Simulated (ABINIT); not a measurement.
# SnO2 (R-3m) in ABINIT: a series of runs

The runs below take SnO2 through single point, relaxation of cell and atoms, with LDA.

Program: ABINIT 10.8.3 (patched build). These are calculated values, not measurements. Logs are shortened: lines on timing, memory, paths and dates and some standing lists are left out, and cuts for length are marked. The log counts tension as positive stress, the text compression.

## 1. The crystal as given

Symmetry: R-3m, No. 166, trigonal system. The conventional cell has a = 3.234 Å, b = 3.234 Å, c = 14.402 Å, α = 90.00°, β = 90.00°, γ = 120.00°. Around Sn (site symmetry -3m) lie 6 O at 2.13 Å. O (site symmetry 3m) has 3 Sn at 2.13 Å as nearest neighbours.

Measurements of this composition are mostly on another form, of space group No. 136.

## 2. Single point, LDA

File run.abi:

```
# Pseudopotentials
pp_dirpath "./"
pseudos "Sn.upf, O.upf"

# Structure
acell 9.7338951653 9.7338951653 9.7338951653
rprim
     0.3139404091     0.1812535797     0.9319809866
    -0.3139404091     0.1812535797     0.9319809866
     0.0000000000    -0.3625071594     0.9319809866
ntypat 2
znucl 50 8
natom 3
typat 1 2 2
xred
     0.5000000000     0.5000000000     0.5000000000
     0.7628300000     0.7628300000     0.7628300000
     0.2371700000     0.2371700000     0.2371700000

# Plane-wave basis
ecut 35.0

# k points
kptopt 1
ngkpt 8 8 8
nshiftk 1
shiftk 0.0 0.0 0.0

# Exchange and correlation
ixc 7

# Bands and occupations
nband 17
occopt 3
tsmear 0.05 eV

# SCF cycle
nstep 100
tolvrs 1.0e-10

# Output
iomode 3
prtwf 0
prtden 0
prteig 0
prtebands 0
enunit 2
```

Potentials or basis: PseudoDojo NC SR LDA v0.4.1 standard.

The run is started by

```sh
mpirun --bind-to none -np 4 abinit run.abi > log 2>&1
```

run.abo:

```text
.Version 10.8.3 of ABINIT
 Symmetries : space group R-3 m (#166); Bravais hR (rhombohedral)
================================================================================
 Values of the parameters that define the memory need of the present run
     intxc =       0    ionmov =       0      iscf =       7    lmnmax =       6
     lnmax =       6     mgfft =      54  mpssoang =       3    mqgrid =    3001
     natom =       3  nloc_mem =       1    nspden =       1   nspinor =       1
    nsppol =       1      nsym =      12    n1xccc =    2501    ntypat =       2
    occopt =       3   xclevel =       1
       mpw =        2920          nfft =      157464          nkpt =          65
================================================================================
================================================================================

--------------------------------------------------------------------------------
------------- Echo of variables that govern the present computation ------------
--------------------------------------------------------------------------------
 -outvars: echo values of preprocessed input variables --------
            acell      9.7338951653E+00  9.7338951653E+00  9.7338951653E+00 Bohr
              amu      1.18710000E+02  1.59994000E+01
             ecut      3.50000000E+01 Hartree
           enunit           2
                       outvar_i_n : Printing only first  50 k-points.
              ixc           7
                       outvar_i_n : Printing only first  50 k-points.
         kptrlatt        8    0    0      0    8    0      0    0    8
          kptrlen      4.88938085E+01
            natom           3
            nband          17
            ngfft          54      54      54
             nkpt          65
            nstep         100
             nsym          12
           ntypat           2
                       prtocc : prtvol=0, do not print more k-points.
           occopt           3
           prtden           0
        prtebands           0
           prteig           0
            prtwf           0
            rprim      3.1394040910E-01  1.8125357970E-01  9.3198098660E-01
                      -3.1394040910E-01  1.8125357970E-01  9.3198098660E-01
                       0.0000000000E+00 -3.6250715940E-01  9.3198098660E-01
          spgroup         166
           tolvrs      1.00000000E-10
           tsmear      1.83746611E-03 Hartree
            typat      1  2  2
                       outvars : Printing only first  50 k-points.
           xangst      0.0000000000E+00  0.0000000000E+00  7.2008888711E+00
                       8.9370916535E-17 -2.7976963111E-16  1.0986108115E+01
                       6.9731397796E-17 -7.0590855619E-18  3.4156696271E+00
            xcart      0.0000000000E+00  0.0000000000E+00  1.3607707829E+01
                       1.6888655587E-16 -5.2868798114E-16  2.0760735527E+01
                       1.3177324421E-16 -1.3339738411E-17  6.4546801318E+00
             xred      5.0000000000E-01  5.0000000000E-01  5.0000000000E-01
                       7.6283000000E-01  7.6283000000E-01  7.6283000000E-01
                       2.3717000000E-01  2.3717000000E-01  2.3717000000E-01
            znucl       50.00000    8.00000

================================================================================

 chkinp: Checking input parameters for consistency.

================================================================================
== DATASET  1 ==================================================================

--- !DatasetInfo
iteration_state: {dtset: 1, }
dimensions: {natom: 3, nkpt: 65, mband: 17, nsppol: 1, nspinor: 1, nspden: 1, mpw: 2920, }
cutoff_energies: {ecut:  35.0, pawecutdg:  -1.0, }
electrons: {nelect:   2.60000000E+01, charge:   0.00000000E+00, occopt:   3.00000000E+00, tsmear:   1.83746611E-03, }
meta: {optdriver: 0, ionmov: 0, optcell: 0, iscf: 7, paral_kgb: 0, }
...

 Exchange-correlation functional for the present dataset will be:
  LDA: Perdew-Wang 92 LSD fit to Ceperley-Alder data - ixc=7
  J.P.Perdew and Y.Wang, PRB 45, 13244 (1992)

 Real(R)+Recip(G) space primitive vectors, cartesian coordinates (Bohr,Bohr^-1):
 R(1)=  3.0558630  1.7643033  9.0718052  G(1)=  0.1636199  0.0944660  0.0367439
 R(2)= -3.0558630  1.7643033  9.0718052  G(2)= -0.1636199  0.0944660  0.0367439
 R(3)=  0.0000000 -3.5286067  9.0718052  G(3)=  0.0000000 -0.1889320  0.0367439
 Unit cell volume ucvol=  2.9346216E+02 bohr^3
 Angles (23,13,12)=  3.65937182E+01  3.65937182E+01  3.65937182E+01 degrees

 getcut: wavevector=  0.0000  0.0000  0.0000  ngfft=  54  54  54
         ecut(hartree)=     35.000   => boxcut(ratio)=   2.08367

--- Pseudopotential description ------------------------------------------------
- pspini: atom type   1  psp file is ./Sn.upf
12 -1012 2 -1 1608                            pspcod,pspxc,lmax,lloc,mmax
     nproj     2     2     2

- pspini: atom type   2  psp file is ./O.upf
12 -1012 2 -1 926                             pspcod,pspxc,lmax,lloc,mmax
     nproj     2     2     1

   1.17083060E+03                                ecore*ucvol(ha*bohr**3)
--------------------------------------------------------------------------------

================================================================================

--- !BeginCycle
iteration_state: {dtset: 1, }
solver: {iscf: 7, nstep: 100, nline: 4, wfoptalg: 0, }
tolerances: {tolvrs: 1.00E-10, }
...

     iter   Etot(hartree)      deltaE(h)  residm     vres2
 ETOT  1  -111.29951913124    -1.113E+02 2.806E-01 1.705E+03
 ETOT  2  -111.36979243864    -7.027E-02 3.615E-02 1.641E+03
 ETOT  3  -111.59120465025    -2.214E-01 1.556E-02 3.695E+01
 ETOT  4  -111.59508851475    -3.884E-03 7.988E-03 1.217E+00
 ETOT  5  -111.59519402354    -1.055E-04 1.945E-03 1.623E-01
 ETOT  6  -111.59520830786    -1.428E-05 2.021E-03 9.106E-03
 ETOT  7  -111.59520897271    -6.648E-07 9.395E-04 3.229E-05
 ETOT  8  -111.59520897740    -4.695E-09 8.245E-04 2.830E-06
 ETOT  9  -111.59520897766    -2.589E-10 7.511E-04 3.094E-08
 ETOT 10  -111.59520897767    -6.693E-12 4.340E-04 1.112E-09
 ETOT 11  -111.59520897767     2.743E-12 3.258E-04 2.192E-11

 At SCF step   11       vres2   =  2.19E-11 < tolvrs=  1.00E-10 =>converged.

 Cartesian components of stress tensor (hartree/bohr^3)
  sigma(1 1)=  3.66090126E-04  sigma(3 2)=  0.00000000E+00
  sigma(2 2)=  3.66090127E-04  sigma(3 1)=  0.00000000E+00
  sigma(3 3)=  2.94401508E-04  sigma(2 1)=  0.00000000E+00

--- !ResultsGS
iteration_state: {dtset: 1, }
comment   : Summary of ground state results
lattice_vectors:
- [  3.0558630,   1.7643033,   9.0718052, ]
- [ -3.0558630,   1.7643033,   9.0718052, ]
- [  0.0000000,  -3.5286067,   9.0718052, ]
lattice_lengths: [   9.73390,    9.73390,    9.73390, ]
lattice_angles: [ 36.594,  36.594,  36.594, ] # degrees, (23, 13, 12)
lattice_volume:   2.9346216E+02
convergence: {deltae:  2.743E-12, res2:  2.192E-11, residm:  3.258E-04, diffor: null, }
etotal    :  -1.11595209E+02
entropy   :   0.00000000E+00
fermie    :   1.00345022E-01
cartesian_stress_tensor: # hartree/bohr^3
- [  3.66090126E-04,   0.00000000E+00,   0.00000000E+00, ]
- [  0.00000000E+00,   3.66090127E-04,   0.00000000E+00, ]
- [  0.00000000E+00,   0.00000000E+00,   2.94401508E-04, ]
pressure_GPa:  -1.0068E+01
xred      :
- [  5.0000E-01,   5.0000E-01,   5.0000E-01, Sn]
- [  7.6283E-01,   7.6283E-01,   7.6283E-01,  O]
- [  2.3717E-01,   2.3717E-01,   2.3717E-01,  O]
cartesian_forces: # hartree/bohr
- [ -0.00000000E+00,  -8.73986001E-19,  -0.00000000E+00, ]
- [  5.02638029E-18,   6.65211512E-18,   1.28479029E-02, ]
- [ -5.02638029E-18,  -5.77812912E-18,  -1.28479029E-02, ]
force_length_stats: {min:   8.73986001E-19, max:   1.28479029E-02, mean:   8.56526858E-03, }
...

 Integrated electronic density in atomic spheres:
 ------------------------------------------------
 Atom  Sphere_radius  Integrated_density
    1        2.00000         10.46702148
    2        2.00000          6.15023714
    3        2.00000          6.15023714
================================================================================

 ----iterations are completed or convergence reached----

 Mean square residual over all n,k,spin=   14.105E-07; max=  32.576E-05
 reduced coordinates (array xred) for    3 atoms
       0.500000000000      0.500000000000      0.500000000000
       0.762830000000      0.762830000000      0.762830000000
       0.237170000000      0.237170000000      0.237170000000
 rms dE/dt=  9.5166E-02; max dE/dt=  1.1655E-01; dE/dt below (all hartree)
    1       0.000000000000      0.000000000000      0.000000000000
    2      -0.116553672285     -0.116553672285     -0.116553672285
    3       0.116553672285      0.116553672285      0.116553672285

 cartesian coordinates (angstrom) at end:
    1      0.00000000000000     0.00000000000000     7.20088887107334
    2      0.00000000000000    -0.00000000000000    10.98610811504176
    3      0.00000000000000    -0.00000000000000     3.41566962710493

 cartesian forces (hartree/bohr) at end:
    1     -0.00000000000000    -0.00000000000000    -0.00000000000000
    2      0.00000000000000     0.00000000000000     0.01284790286648
    3     -0.00000000000000    -0.00000000000000    -0.01284790286648
 frms,max,avg= 6.0565595E-03 1.2847903E-02   0.000E+00  0.000E+00  0.000E+00 h/b

 cartesian forces (eV/Angstrom) at end:
    1     -0.00000000000000    -0.00000000000000    -0.00000000000000
    2      0.00000000000000     0.00000000000000     0.66066572857766
    3     -0.00000000000000    -0.00000000000000    -0.66066572857766
 frms,max,avg= 3.1144081E-01 6.6066573E-01   0.000E+00  0.000E+00  0.000E+00 e/A
 length scales=  9.733895165300  9.733895165300  9.733895165300 bohr
              =  5.150955491301  5.150955491301  5.150955491301 angstroms
 Fermi (or HOMO) energy (hartree) =   0.10035   Average Vxc (hartree)=  -0.39535
 Eigenvalues (hartree) for nkpt=  65  k points:
 kpt#   1, nband= 17, wtk=  0.00195, kpt=  0.0000  0.0000  0.0000 (reduced coord)
  -0.66645   -0.66159   -0.66159   -0.65322   -0.65322   -0.58659   -0.51608   -0.07963
   0.01692    0.01692    0.03048    0.03048    0.06061    0.12859    0.26693    0.45927
   0.45927
      occupation numbers for kpt#   1
   2.00000    2.00000    2.00000    2.00000    2.00000    2.00000    2.00000    2.00000
   2.00000    2.00000    2.00000    2.00000    2.00000    0.00000    0.00000    0.00000
   0.00000
 prteigrs : prtvol=0 or 1, do not print more k-points.

 Fermi (or HOMO) energy (eV) =   2.73053   Average Vxc (eV)= -10.75797
 Eigenvalues (   eV  ) for nkpt=  65  k points:
 kpt#   1, nband= 17, wtk=  0.00195, kpt=  0.0000  0.0000  0.0000 (reduced coord)
 -18.13501  -18.00285  -18.00285  -17.77503  -17.77503  -15.96182  -14.04331   -2.16673
   0.46052    0.46052    0.82954    0.82954    1.64920    3.49899    7.26343   12.49747
  12.49747
 prteigrs : prtvol=0 or 1, do not print more k-points.

--- !EnergyTerms
iteration_state     : {dtset: 1, }
comment             : Components of total free energy in Hartree
kinetic             :  6.93515222732481E+01
hartree             :  3.32374641434864E+01
xc                  : -2.99760000149407E+01
Ewald energy        : -6.52851045800473E+01
psp_core            :  3.98971576845082E+00
local_psp           : -9.49975376086662E+01
non_local_psp       : -2.79152689591378E+01
internal            : -1.11595208977607E+02
'-kT*entropy'       : -5.85862764195007E-11
total_energy        : -1.11595208977665E+02
total_energy_eV     : -3.03666033469222E+03
band_energy         : -8.97833012326698E+00
...

 Cartesian components of stress tensor (hartree/bohr^3)
  sigma(1 1)=  3.66090126E-04  sigma(3 2)=  0.00000000E+00
  sigma(2 2)=  3.66090127E-04  sigma(3 1)=  0.00000000E+00
  sigma(3 3)=  2.94401508E-04  sigma(2 1)=  0.00000000E+00

-Cartesian components of stress tensor (GPa)         [Pressure= -1.0068E+01 GPa]
- sigma(1 1)=  1.07707434E+01  sigma(3 2)=  0.00000000E+00
- sigma(2 2)=  1.07707434E+01  sigma(3 1)=  0.00000000E+00
- sigma(3 3)=  8.66159140E+00  sigma(2 1)=  0.00000000E+00

== END DATASET(S) ==============================================================
================================================================================

 -outvars: echo values of variables after computation  --------
            acell      9.7338951653E+00  9.7338951653E+00  9.7338951653E+00 Bohr
           etotal     -1.1159520898E+02
            fcart     -0.0000000000E+00 -8.7398600081E-19 -0.0000000000E+00
                       5.0263802877E-18  6.6521151210E-18  1.2847902866E-02
                      -5.0263802877E-18 -5.7781291201E-18 -1.2847902866E-02
            rprim      3.1394040910E-01  1.8125357970E-01  9.3198098660E-01
                      -3.1394040910E-01  1.8125357970E-01  9.3198098660E-01
                       0.0000000000E+00 -3.6250715940E-01  9.3198098660E-01
           strten      3.6609012631E-04  3.6609012683E-04  2.9440150780E-04
                       0.0000000000E+00  0.0000000000E+00  0.0000000000E+00
           xangst      0.0000000000E+00  0.0000000000E+00  7.2008888711E+00
                       8.9370916535E-17 -2.7976963111E-16  1.0986108115E+01
                       6.9731397796E-17 -7.0590855619E-18  3.4156696271E+00
             xred      5.0000000000E-01  5.0000000000E-01  5.0000000000E-01
                       7.6283000000E-01  7.6283000000E-01  7.6283000000E-01
                       2.3717000000E-01  2.3717000000E-01  2.3717000000E-01
 Calculation completed.
```

It took 25 s on 4 MPI ranks of AMD EPYC 9R45 (Zen 5), shared host; peak memory 0.4 GiB.

Results:

| Item | Value |
| --- | --- |
| Free energy | -3036.6603 eV |
| Largest force | 0.661 eV/Å |
| Band gap on the k mesh | 1.75 eV, indirect (least direct gap 1.85 eV) |
| Valence electrons inside the program's atomic spheres | Sn 10.47; O 6.15 |

Forces in eV/Å, atoms in the order of the input:
```
Sn   0.000  0.000  0.000
O    0.000  0.000  0.661
O    0.000  0.000 -0.661
```

Caveat: the cutoff is too short for stress, so the log's stress isn't used; spin-orbit coupling is left out, which moves the levels of the heavy elements.

## 3. Relaxation of cell and atoms, LDA

File run.abi:

```
# Pseudopotentials
pp_dirpath "./"
pseudos "Sn.upf, O.upf"

# Structure
acell 3*1.0
rprim
     3.0558630302     1.7643033431     9.0718052197
    -3.0558630302     1.7643033431     9.0718052197
     0.0000000000    -3.5286066862     9.0718052197
ntypat 2
znucl 50 8
natom 3
typat 1 2 2
chkprim 0
chksymtnons 0
tolsym 1.0e-6
xred
            1/2            1/2            1/2
   0.7628300000   0.7628300000   0.7628300000
   0.2371700000   0.2371700000   0.2371700000

# Plane-wave basis
ecut 1142.878222 eV
ecutsm 0.5

# k points
kptopt 1
ngkpt 8 8 8
nshiftk 1
shiftk 0.0 0.0 0.0

# Exchange and correlation
ixc 7

# Bands and occupations
nband 17
occopt 3
tsmear 0.05 eV

# SCF cycle
nstep 80
tolvrs 1.0e-12

# Output
iomode 3
prteig 0
prtebands 0
prtwf 0
prtden 0

# Relaxation
ionmov 2
optcell 2
ntime 50
tolmxf 2.0e-5
dilatmx 1.08
```

Potentials or basis: PseudoDojo NC SR LDA v0.4.1 standard.

The run is started by

```sh
mpirun --bind-to none -np 4 abinit run.abi > log 2>&1
```

Run time: 15 min. Hardware: 4 MPI ranks of Intel Xeon 6975P-C (Granite Rapids), shared host; peak memory 0.56 GiB.

It converged, with:

| Quantity | Value |
| --- | --- |
| Free energy | -3036.8252 eV |
| Relaxed volume | 12.11 Å³/atom |
| Relaxed cell | a = 4.461 Å, b = 4.461 Å, c = 4.461 Å, α = 42.25°, β = 42.25°, γ = 42.25° |
| Space group after relaxing (to 0.05 Å) | R-3m (No. 166) |
| Energy gained by relaxing | 44.3 meV/atom |
| Ionic steps | 15 |
| Pressure after relaxing | 0.0 GPa |
| Band gap on the k mesh | 1.45 eV, direct |

The path:
```csv
step,energy change (eV),largest force (eV/Å),pressure (GPa),volume (Å³)
1,0.0000,0.6558,-8.70,43.49
2,-0.0543,0.2982,-4.43,42.34
3,-0.0707,0.0891,0.18,41.24
4,-0.0718,0.0770,-0.13,41.26
5,-0.0804,0.1002,-1.59,40.98
6,-0.0871,0.2047,-1.90,40.35
7,-0.0950,0.3789,-1.35,39.18
8,-0.1015,0.5269,-0.12,37.78
9,-0.1071,0.5686,1.41,36.42
10,-0.1178,0.4124,2.20,35.61
11,-0.1325,0.0020,0.49,36.05
12,-0.1328,0.0068,0.07,36.31
13,-0.1328,0.0036,0.03,36.32
14,-0.1328,0.0016,0.02,36.31
15,-0.1328,0.0002,0.00,36.32
```

Final structure:
```
CELL_PARAMETERS angstrom
1.60760 0.92815 4.05638
-1.60760 0.92815 4.05638
0.00000 -1.85630 4.05638
ATOMIC_POSITIONS crystal
Sn 0.50000 0.50000 0.50000
O 0.75457 0.75457 0.75457
O 0.24543 0.24543 0.24543
```

Caveat: the volume moved by over 15 % at a fixed basis, so the end points are rough; spin-orbit coupling is left out, which moves the levels of the heavy elements.
